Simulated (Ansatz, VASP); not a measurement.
## One calculation of SnSe, two programs

File INCAR:

```
ALGO = Normal
EDIFF = 1E-6
ENCUT = 520
GGA = PE
ISIF = 2
ISMEAR = -1
IVDW = 12
LASPH = T
LCHARG = T
LELF = T
LREAL = F
LVHAR = T
LWAVE = F
NBANDS = 17
NELM = 60
PREC = Accurate
SIGMA = 0.01
```

Contents of KPOINTS:

```
k-points
0
Gamma
  9 9 9
```

POSCAR

```
SnSe
1.0
    0.0000000000      3.0100000000      3.0100000000
    3.0100000000      0.0000000000      3.0100000000
    3.0100000000      3.0100000000      0.0000000000
Sn Se
1 1
Direct
    0.0000000000      0.0000000000      0.0000000000
    0.5000000000      0.5000000000      0.5000000000
```

Input for Ansatz:

```yaml
crystal:
  lattice:
    - [0.0, 3.01, 3.01]
    - [3.01, 0.0, 3.01]
    - [3.01, 3.01, 0.0]
  atoms:
    - { symbol: Sn, position: [0.0, 0.0, 0.0] }
    - { symbol: Se, position: [0.5, 0.5, 0.5] }
kpoints:
  mp_grid: { grid: [9, 9, 9] }
scf:
  occupations: { method: fermi_dirac, width: 0.01 }
hamiltonian:
  xc: pbe
  pseudopotentials: { kind: all_electron, lapw: { basis_error: 0.00025 } }
  dispersion: d3bj
output:
  forces: true
  stress: true
  eigenvalues: true
```

Measurements of this composition are mostly on another form, of space group No. 62.

Alike in both runs: task single point; functional PBE; dispersion D3(BJ); k mesh 9 × 9 × 9; occupations fermi-dirac, width 0.01 eV; no spin polarisation.

```csv
,VASP,Ansatz
version,VASP 6.6.1,Ansatz 0.2.0
potentials or method,"VASP PAW PBE potentials, release 64 (Sn_d, Se)","all-electron LAPW, scalar-relativistic"
plane-wave cutoff (eV),520,see its input
```

|  | VASP | Ansatz | Ansatz less VASP |
| --- | --- | --- | --- |
| gap on the k mesh at the Fermi level (eV) | 0.63 | 0.63 | +0.001 |
| pressure (GPa) | -1.1 | -1.1 | +0.01 |
| dispersion energy (meV/atom) | -353.3 | -353.4 | -0.09 |

Ansatz ran all-electron here, so the differences hold the error of VASP's frozen core and of both bases.
